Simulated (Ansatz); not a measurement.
Here is an unrelaxed guess for MgS.

```
Mg S
1.0
     4.61982    0.00000    0.00000
     0.00000    1.43208    2.62095
     0.00000   -1.43208    2.62095
Mg S
1 1
Direct
  0.50000 0.66056 0.66056
  0.00000 0.33944 0.33944
```

All numbers below come from DFT PBE, scalar-relativistic, plane waves, PAW (Ansatz 0.2.0). Settings: cutoff 420 eV, Γ-centred mesh 4×6×6 on the computed 2-atom cell, Gaussian smearing of 0.10 eV; no spin polarisation.

Energies over the elements count from the elements' standard structures at the same level, with no fitted energy shifts.

Question: What does a single point on this coarse mesh give?

Answer: The pressure is 5.1 GPa (the mean over three directions, positive in compression), the largest force is 0.04 eV/Å, and the energy is +0.10 eV/atom against the elements. The shortest distance is 2.86 Å.

Question: Is it a good guess?

Answer: A poor one: relaxing gains about 1.3 eV/atom in 20 ionic steps and ends at −1.195 eV/atom on the finer mesh. The symmetry goes from Amm2 (No. 38) to P-6m2 (No. 187). The end has the tungsten carbide type. The volume per atom grows by 7.6 %, from 17.3 to 18.7 Å³. The shortest distance goes from 2.86 Å (Mg–S) to 2.66 Å (Mg–S). Conventional cell: a = 3.611 Å, c = 3.305 Å. Mg has 6 S at 2.66 Å; S is surrounded by 6 Mg at 2.66 Å.

The last run used a 12×12×8 mesh (in the run's order of axes) for its 2-atom cell and Gaussian smearing of 0.02 eV. The reference form of S is held partly by dispersion forces, which this level lacks. The relaxation can't lower the symmetry of the start, and the grade says only how near the guess is to its own end. Symmetry constrained the relaxation, so the result can be a saddle point. Another cell of MgS relaxed alike, in Fm-3m, lies 249 meV/atom lower, so this cell isn't the stable form at this level.
